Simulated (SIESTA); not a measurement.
The system is Tl.

```
CELL_PARAMETERS angstrom
-1.95600 1.95600 1.95600
1.95600 -1.95600 1.95600
1.95600 1.95600 -1.95600
ATOMIC_POSITIONS crystal
Tl 0.00000 0.00000 0.00000
```

This isn't the form of Tl at room conditions, which is hcp.

- Program: SIESTA 5.4.2
- Task: relaxation of cell and atoms
- Functional: PBE
- Potentials or basis: PseudoDojo 0.4 standard (PBE files)
- Basis: SZ (energy shift 0.003 Ry; radii capped at 9.5 bohr)
- Grid cutoff: 500 Ry
- Energy shift: 0.003 Ry
- k mesh: 7 × 7 × 7
- Occupations: fermi-dirac, width 0.05 eV
- Spin: no spin polarisation

At the start: pressure 2.6 GPa; volume 29.93 Å³/atom.

**Question.** How do energy, volume and symmetry change on relaxing?

**Answer.** Over 4 steps the energy falls by 18.6 meV/atom and the volume is 32.47 Å³/atom (+8.5 %); space group Im-3m (No. 229, to 0.05 Å).

The path:
| step | energy change (eV) | largest force (eV/Å) | pressure (GPa) | volume (Å³) |
| --- | --- | --- | --- | --- |
| 1 | 0.0000 | 0.0000 | 2.65 | 29.93 |
| 2 | -0.0131 | 0.0000 | 1.37 | 30.98 |
| 3 | -0.0183 | 0.0000 | -0.21 | 32.71 |
| 4 | -0.0186 | 0.0000 | -0.02 | 32.47 |

Final structure:
```yaml
crystal:
  lattice:
    - [-2.00975, 2.00969, 2.00969]
    - [2.00969, -2.00975, 2.00969]
    - [2.00969, 2.00969, -2.00975]
  atoms:
    - { symbol: Tl, position: [0.00000, 0.00000, 0.00000] }
```

Caveat: the basis has no polarisation orbitals; the basis of atomic orbitals isn't converged, which shifts pressures, moduli and gaps.
